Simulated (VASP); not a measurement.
# CdS (Hawleyite) (F-43m) in VASP: a series of runs

The runs below take CdS (Hawleyite) through G0W0 quasiparticle levels, with PBE.

All numbers are computed with VASP 6.6.1; they aren't measurements. Logs are shortened: lines on timing, memory, paths and dates and some standing lists are left out, and cuts for length are marked.

**1. The crystal as given**

Symmetry: F-43m, No. 216, cubic system. The conventional cell has a = 5.833 Å, b = 5.833 Å, c = 5.833 Å, α = 90.00°, β = 90.00°, γ = 90.00°. Around Cd (site symmetry -43m) lie 4 S at 2.53 Å. Around S (site symmetry -43m) lie 4 Cd at 2.53 Å.

**2. G0W0 quasiparticle levels, PBE**

File POSCAR:

```
CdS
1.0
    0.0000000000      2.9165000000      2.9165000000
    2.9165000000      0.0000000000      2.9165000000
    2.9165000000      2.9165000000      0.0000000000
Cd S
1 1
Direct
    0.0000000000      0.0000000000      0.0000000000
    0.7500000000      0.7500000000      0.7500000000
```

File INCAR.step1:

```
PREC     = Accurate       # precision mode
ENCUT    = 520            # plane-wave cutoff, eV
EDIFF    = 1E-8           # SCF threshold, eV
ISMEAR   = 0              # smearing method
SIGMA    = 0.01           # smearing width, eV
LREAL    = F              # projectors in reciprocal space
LASPH    = T              # aspherical terms in the spheres
NELM     = 60             # most SCF steps
ALGO     = Normal         # electronic algorithm
LWAVE    = T              # write WAVECAR
LCHARG   = F              # write CHGCAR
GGA      = PE             # functional
```

File INCAR.step2:

```
PREC     = Accurate       # precision mode
ENCUT    = 520            # plane-wave cutoff, eV
EDIFF    = 1E-8           # SCF threshold, eV
ISMEAR   = 0              # smearing method
SIGMA    = 0.01           # smearing width, eV
LREAL    = F              # projectors in reciprocal space
LASPH    = T              # aspherical terms in the spheres
NELM     = 1              # most SCF steps
ALGO     = Exact          # electronic algorithm
LWAVE    = T              # write WAVECAR
LCHARG   = F              # write CHGCAR
GGA      = PE             # functional
NBANDS   = 306            # bands
LOPTICS  = T              # frequency-dependent dielectric function
ISTART   = 1
```

File INCAR.step3:

```
PREC     = Accurate       # precision mode
ENCUT    = 520            # plane-wave cutoff, eV
EDIFF    = 1E-8           # SCF threshold, eV
ISMEAR   = 0              # smearing method
SIGMA    = 0.01           # smearing width, eV
LREAL    = F              # projectors in reciprocal space
LASPH    = T              # aspherical terms in the spheres
ALGO     = EVGW0          # electronic algorithm
LWAVE    = F              # write WAVECAR
LCHARG   = F              # write CHGCAR
GGA      = PE             # functional
NELMGW   = 1            
NBANDS   = 306            # bands
ENCUTGW  = 260            # cutoff of the response function
NOMEGA   = 72             # frequency points
PRECFOCK = Fast         
ISTART   = 1            
NBANDSGW = 17
```

File KPOINTS:

```
Automatic mesh
0
Gamma
  5 5 5
```

Potentials or basis: VASP PAW PBE potentials, release 64 (Cd_GW, S_GW).

Started as:

```bash
> cat potpaw_PBE.64/Cd_GW/POTCAR potpaw_PBE.64/S_GW/POTCAR > POTCAR
> cp INCAR.step1 INCAR
> mpirun -np 1 vasp_std > vasp.out
> cp INCAR.step2 INCAR
> mpirun -np 1 vasp_std > vasp.out
> cp INCAR.step3 INCAR
> mpirun -np 1 vasp_std > vasp.out
```

OUTCAR:

```text
PREC = Accurate
   ENCUT = 520
   EDIFF = 1E-8
   ISMEAR = 0
   LREAL = F
   LASPH = T
   GGA = PE
   NELMGW = 1
   ENCUTGW = 260
   PRECFOCK = Fast
   ISTART = 1

 ion  position               nearest neighbor table
   1  0.000  0.000  0.000-   2 2.53   2 2.53   2 2.53   2 2.53
   2  0.750  0.750  0.750-   1 2.53   1 2.53   1 2.53   1 2.53

  LATTYP: Found a face centered cubic cell.
 ALAT       =     5.8330000000

  Lattice vectors:

 A1 = (   0.0000000000,   2.9165000000,   2.9165000000)
 A2 = (   2.9165000000,   0.0000000000,   2.9165000000)
 A3 = (   2.9165000000,   2.9165000000,   0.0000000000)

Analysis of symmetry for initial positions (statically):
=====================================================================
 Subroutine PRICEL returns:
 Original cell was already a primitive cell.

 Routine SETGRP: Setting up the symmetry group for a
 face centered cubic supercell.

 Subroutine GETGRP returns: Found 24 space group operations
 (whereof 24 operations were pure point group operations)
 out of a pool of 48 trial point group operations.

The static configuration has the point symmetry T_d .

Analysis of symmetry for dynamics (positions and initial velocities):
=====================================================================
 Subroutine PRICEL returns:
 Original cell was already a primitive cell.

 Routine SETGRP: Setting up the symmetry group for a
 face centered cubic supercell.

 Subroutine GETGRP returns: Found 24 space group operations
 (whereof 24 operations were pure point group operations)
 out of a pool of 48 trial point group operations.

The dynamic configuration has the point symmetry T_d .

 Subroutine INISYM returns: Found 24 space group operations
 (whereof 24 operations are pure point group operations),
 and found     1 'primitive' translations

----------------------------------------------------------------------------------------

                                     Primitive cell

  volume of cell :      49.6153

  direct lattice vectors                    reciprocal lattice vectors
     0.000000000  2.916500000  2.916500000    -0.171438368  0.171438368  0.171438368
     2.916500000  0.000000000  2.916500000     0.171438368 -0.171438368  0.171438368
     2.916500000  2.916500000  0.000000000     0.171438368  0.171438368 -0.171438368

  length of vectors
     4.124553855  4.124553855  4.124553855     0.296939964  0.296939964  0.296939964

  position of ions in fractional coordinates (direct lattice)
     0.000000000  0.000000000  0.000000000
     0.750000000  0.750000000  0.750000000

  ion indices of the primitive-cell ions
   primitive index   ion index
                 1           1
                 2           2

----------------------------------------------------------------------------------------

 KPOINTS: Automatic mesh

Automatic generation of k-mesh.
 Grid dimensions read from file:
 generate k-points for:    5    5    5

 Generating k-lattice:

  Cartesian coordinates                     Fractional coordinates (reciprocal lattice)
    -0.034287674  0.034287674  0.034287674     0.200000000  0.000000000  0.000000000
     0.034287674 -0.034287674  0.034287674     0.000000000  0.200000000  0.000000000
     0.034287674  0.034287674 -0.034287674     0.000000000  0.000000000  0.200000000

  Length of vectors
     0.059387993  0.059387993  0.059387993

  Shift w.r.t. Gamma in fractional coordinates (k-lattice)
     0.000000000  0.000000000  0.000000000

 Subroutine IBZKPT returns following result:
 ===========================================

 Found     10 irreducible k-points:

 Following reciprocal coordinates:
            Coordinates               Weight
  0.000000  0.000000  0.000000      1.000000
  0.200000  0.000000  0.000000      8.000000
  0.400000  0.000000  0.000000      8.000000
  0.200000  0.200000  0.000000      6.000000
  0.400000  0.200000  0.000000     24.000000
 -0.400000  0.200000  0.000000     24.000000
 -0.200000  0.200000  0.000000     12.000000
  0.400000  0.400000  0.000000      6.000000
 -0.400000  0.400000  0.000000     12.000000
 -0.400000  0.400000  0.200000     24.000000
   k-points           NKPTS =     10   k-points in BZ     NKDIM =    125   number of bands    NBANDS=    306
   number of dos      NEDOS =    301   number of ions     NIONS =      2
   total plane-waves  NPLWV =  32768
   dimension x,y,z NGX =    32 NGY =   32 NGZ =   32
   dimension x,y,z NGXF=    64 NGYF=   64 NGZF=   64
   ions per type =               1   1
   NGX,Y,Z   is equivalent  to a cutoff of  12.90, 12.90, 12.90 a.u.
   NGXF,Y,Z  is equivalent  to a cutoff of  25.80, 25.80, 25.80 a.u.
 SYSTEM =  unknown system
   PREC   = accura    normal or accurate (medium, high low for compatibility)
   ISTART =      1    job   : 0-new  1-cont  2-samecut
   ICHARG =      0    charge: 1-file 2-atom 10-const
   ISPIN  =      1    spin polarized calculation?
   LNONCOLLINEAR =      F non collinear calculations
   LSORBIT =      F    spin-orbit coupling
   LASPH  =      T    aspherical Exc in radial PAW
   ENCUT  =  520.0 eV  38.22 Ry    6.18 a.u.   7.67  7.67  7.67*2*pi/ulx,y,z
   NELM   =     60;   NELMIN=  2; NELMDL=  0     # of ELM steps
   EDIFF  = 0.1E-07   stopping-criterion for ELM
   LREAL  =      F    real-space projection
   EDIFFG = 0.1E-06   stopping-criterion for IOM
   NSW    =      0    number of steps for IOM
   IBRION =     -1    ionic relax: 0-MD 1-quasi-New 2-CG
   NFREE  =      0    steps in history (QN), initial steepest desc. (CG)
   ISIF   =      0    stress and relaxation
   ISYM   =      3    0-nonsym 1-usesym 2-fastsym
   POTIM  = 0.5000    time-step for ionic-motion
   TEBEG  =    0.0;   TEEND  =   0.0 temperature during run
   PSTRESS=    0.0 pullay stress
   NELECT =      18.0000    total number of electrons
   NUPDOWN=      -1.0000    fix difference up-down
   EMIN   =  10.00;   EMAX   =-10.00  energy-range for DOS
   EFERMI =   0.00;   METHOD = LEGACY
   ISMEAR =     0;   SIGMA  =   0.01  broadening in eV -4-tet -1-fermi 0-gaus
   EFERMI_NEDOS =   21; number of points for ismear=-14 and -15
   IALGO  =     38    algorithm
   IMIX   =      4    mixing-type and parameters
     AMIX     =   0.40;   BMIX     =  1.00
     AMIX_MAG =   1.60;   BMIX_MAG =  1.00
  volume/ion in A,a.u.               =      24.81       167.41
  Fermi-wavevector in a.u.,A,eV,Ry     =   1.167599  2.206442 18.548649  1.363287
  Thomas-Fermi vector in A             =   2.304097
   LORBIT       =      0    0 simple, 1 ext, 2 COOP (PROOUT), +10 PAW based schemes
   GGA     = PE    functional components
   LHFCALC =     T    Hartree Fock is set to
   PRECFOCK=fast      Normal, Fast or Accurate (Low or Medium for compatibility)
   ENCUT4O =  -1.0   cutoff for four orbital integrals eV
   NKREDX  =     1    reduce k-point grid by
   NKREDY  =     1    reduce k-point grid by
   NKREDZ  =     1    reduce k-point grid by
   AEXX    =    1.0000 exact exchange contribution
   HFSCREEN=    0.0000 screening length (either q_TF or 0.3 A-1)
   HFSCREENC=   0.0000 screening length for correlation (either q_TF or 0.3 A-1)
   ENCUTFOCK=  -1.0 apply spherical cutoff to Coloumb kernel
   IVDW    =     0    specifies the selected vdW correction
   LEPSILON=     F    determine dielectric tensor
   LRPA    =     F    only Hartree local field effects (RPA)
   LRPAFORCE           =     F    calculate RPA forces
   ENCUTGW             = 260.0    cutoff for response function in eV
   ENCUTGWSOFT         = 208.0    soft cutoff for Coulomb kernel in GW response function in eV
   ENCUTLF             =  -1.0    cutoff for local field effects
   NELMGW              =     1    number of iterations in solving QP/BSE equation
   NELMHF              =     1    number of iterations in the inner HF iteration
   NKREDLFX            =     1    NKREDLFY  =   1   NKREDLFZ  =   1
 non-spin polarized calculation
 Gauss-broadening in eV      SIGMA  =   0.01
  energy-cutoff  :      520.00
  volume of cell :       49.62
 maximum number of plane-waves:      1363
  NGX = 18; NGY = 18; NGZ = 18
   NGX = 15   NGY = 15   NGZ = 15
 maximum number of plane-waves:       483

 QP shifts <psi_nk| G(iteration)W_0 |psi_nk>: iteration 1
 for sc-GW calculations column KS-energies equals QP-energies in previous step
 and V_xc(KS)=  KS-energies - (<T + V_ion + V_H > + <T+V_H+V_ion>^1  + <V_x>^1)

 k-point   1 :       0.0000    0.0000    0.0000
  band No.  KS-energies  QP-energies   sigma(KS)   V_xc(KS)     V^pw_x(r,r')   Z            occupation Imag(sigma)

      1      -9.7091     -10.2283     -13.8683     -13.0010     -20.9214       0.5987       2.0000       0.8457
      2      -5.0734      -7.0323     -17.9750     -15.1649     -22.9024       0.6971       2.0000       0.1490
      3      -5.0734      -7.0323     -17.9750     -15.1649     -22.9024       0.6971       2.0000       0.1490
      4      -5.0734      -7.0323     -17.9750     -15.1649     -22.9024       0.6971       2.0000       0.1490
      5      -4.5941      -6.6950     -18.4647     -15.4985     -23.2361       0.7083       2.0000       0.1069
      6      -4.5941      -6.6950     -18.4647     -15.4985     -23.2361       0.7083       2.0000       0.1069
[... 9 lines left out ...]
     16      14.0957      13.9720      -8.1172      -7.9512      -2.4528       0.7454       0.0000      -0.3093
     17      15.9380      15.7829      -7.4640      -7.2583      -2.1362       0.7541       0.0000      -0.4030

 k-point   2 :       0.2000    0.0000    0.0000
  band No.  KS-energies  QP-energies   sigma(KS)   V_xc(KS)     V^pw_x(r,r')   Z            occupation Imag(sigma)

      1      -9.5616     -10.1143     -14.0921     -13.1810     -21.0636       0.6066       2.0000       0.8322
      2      -5.0223      -6.9898     -18.0289     -15.2098     -22.9488       0.6979       2.0000       0.1482
      3      -5.0223      -6.9898     -18.0289     -15.2098     -22.9488       0.6979       2.0000       0.1482
      4      -4.9242      -6.8565     -17.7978     -15.0287     -22.6763       0.6978       2.0000       0.1558
      5      -4.5937      -6.6965     -18.4592     -15.4947     -23.2344       0.7093       2.0000       0.1081
      6      -4.5937      -6.6965     -18.4592     -15.4947     -23.2344       0.7093       2.0000       0.1081
[... 9 lines left out ...]
     16      14.2542      14.0594      -7.3062      -7.0477      -2.1067       0.7540       0.0000      -0.2930
     17      16.6663      16.6328      -8.4061      -8.3621      -2.6212       0.7599       0.0000      -0.4968

 k-point   3 :       0.4000    0.0000    0.0000
  band No.  KS-energies  QP-energies   sigma(KS)   V_xc(KS)     V^pw_x(r,r')   Z            occupation Imag(sigma)
[... 127 lines left out ...]
      1      -9.1554      -9.8196     -14.7887     -13.7616     -21.5722       0.6467       2.0000       0.8009
      2      -4.8658      -6.8673     -17.9680     -15.1235     -22.8043       0.7036       2.0000       0.1421
      3      -4.7612      -6.7864     -18.3553     -15.4808     -23.2436       0.7045       2.0000       0.1428
      4      -4.7052      -6.7708     -18.3177     -15.3982     -23.1430       0.7075       2.0000       0.1291
      5      -4.5363      -6.6501     -18.5252     -15.5547     -23.3103       0.7116       2.0000       0.1096
      6      -4.0393      -5.9910     -18.3051     -15.5523     -23.0753       0.7090       2.0000       0.1442
[... 9 lines left out ...]
     16      16.3474      16.6733     -10.6599     -11.0989      -4.5505       0.7425       0.0000      -0.5079
     17      16.8919      17.1387     -10.2635     -10.6023      -4.0825       0.7284       0.0000      -0.5034

 k-point  10 :      -0.4000    0.4000    0.2000
  band No.  KS-energies  QP-energies   sigma(KS)   V_xc(KS)     V^pw_x(r,r')   Z            occupation Imag(sigma)

      1      -9.1843      -9.8387     -14.7341     -13.7174     -21.5318       0.6437       2.0000       0.8029
      2      -4.8573      -6.8660     -18.1012     -15.2475     -22.9652       0.7039       2.0000       0.1428
      3      -4.8415      -6.8540     -18.1924     -15.3322     -23.0752       0.7036       2.0000       0.1437
      4      -4.6610      -6.7378     -18.3569     -15.4248     -23.1640       0.7083       2.0000       0.1233
      5      -4.5635      -6.6670     -18.4769     -15.5147     -23.2626       0.7101       2.0000       0.1115
      6      -4.0849      -6.0303     -18.2644     -15.5157     -23.0319       0.7078       2.0000       0.1453
[... 9 lines left out ...]
     16      16.2738      16.6023     -10.4303     -10.8792      -4.2960       0.7319       0.0000      -0.4628
     17      16.8853      17.1551     -10.4928     -10.8618      -4.3187       0.7314       0.0000      -0.5562
```

Wall time 33 min (1 thread of Intel Xeon 6975P-C (Granite Rapids), shared host); peak memory 1.6 GiB.

What came out:

| Item | Value |
| --- | --- |
| Band gap on the k mesh, mean-field level | 1.14 eV, direct |
| Quasiparticle gap | 2.02 eV |
| Least direct quasiparticle gap | 2.02 eV |

Levels at points of the mesh, in eV from the valence-band top:
| k point | band 6 | band 7 | band 8 | band 9 | band 10 | band 11 | band 12 | band 13 |
| --- | --- | --- | --- | --- | --- | --- | --- | --- |
| (0.00, 0.00, 0.00) | -7.25 | 0.00 | 0.00 | 0.00 | 1.14 | 6.52 | 6.52 | 6.52 |

Caveat: bands, screening cutoff and mesh are small and nothing is extrapolated, so the quasiparticle values aren't converged.

(Continued in part 2 of 2.)
